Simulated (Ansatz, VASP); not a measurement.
Two plane-wave programs on WC

File INCAR:

```
ALGO = Normal ; EDIFF = 1E-6
ENCUT = 520 ; ISIF = 2
ISMEAR = -1 ; LASPH = T
LCHARG = F ; LREAL = F
LWAVE = F ; NBANDS = 16
NELM = 60 ; PREC = Accurate
SIGMA = 0.1
```

File KPOINTS:

```
k-points
0
Gamma
  11 11 11
```

Contents of POSCAR:

```
WC
1.0
    0.0000000000      2.1630495024      2.1630495024
    2.1630495024      0.0000000000      2.1630495024
    2.1630495024      2.1630495024      0.0000000000
W C
1 1
Direct
    0.0000000000      0.0000000000      0.0000000000
    0.5000000000      0.5000000000      0.5000000000
```

Input for Ansatz:

```yaml
crystal:
  lattice:
    - [0.0, 2.163049502396493, 2.163049502396493]
    - [2.163049502396493, 0.0, 2.163049502396493]
    - [2.163049502396493, 2.163049502396493, 0.0]
  atoms:
    - { symbol: W, position: [0.0, 0.0, 0.0] }
    - { symbol: C, position: [0.5, 0.5, 0.5] }
basis:
  ecutwfc: 550.0
kpoints:
  mp_grid:
    grid: [11, 11, 11]
hamiltonian:
  xc: lda
scf:
  occupations:
    method: fermi_dirac
output:
  stress: true
```

Measurements of this composition are mostly on another form, of space group No. 187.

Alike in both runs: task single point; functional LDA; k mesh 11 × 11 × 11; no spin polarisation.

|  | VASP | Ansatz |
| --- | --- | --- |
| version | VASP 6.6.1 | Ansatz 0.2.0 |
| potentials or method | VASP PAW LDA potentials, release 64 (W_sv, C) | plane waves, PAW |
| plane-wave cutoff (eV) | 520 | 550 |
| occupations | fermi-dirac, width 0.1 eV | fermi-dirac |
| valence electrons in the cell | 18 | 18 |

VASP gave:

```
pressure (GPa) : 1.7
```

Estimate Ansatz's values.

pressure (GPa): -0.7.

The runs have no spin-orbit coupling, so splittings on W are missing.
